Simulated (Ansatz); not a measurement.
SnTe:

```
Te Sn
1.0
     0.00000    3.61115    3.61115
     3.61115    0.00000    3.61115
     3.61115    3.61115    0.00000
Te Sn
1 1
Direct
  0.25000 0.25000 0.25000
  0.00000 0.00000 0.00000
```

Measurements of this composition are mostly on another form, of space group No. 225.

Base run:

* Program: Ansatz 0.2.0
* Functional: PBEsol
* Potentials or basis: all-electron LAPW, non-relativistic
* Cutoff: 188 eV
* Density cutoff: 753 eV
* Basis error allowed: 0.001 eV/atom
* k mesh: 7 × 7 × 7
* Occupations: fermi-dirac, width 0.05 eV
* Spin: no spin polarisation

Its results: pressure -0.7 GPa.

Task: The run is repeated on the same cell with these changes: potentials or basis from all-electron LAPW, non-relativistic to all-electron LAPW, scalar-relativistic. What comes out?

Result: Pressure -1.4 GPa.

Caveats: relativity is left out, which matters for the heavier elements (some runs).

Not every run made on this cell is shown here.
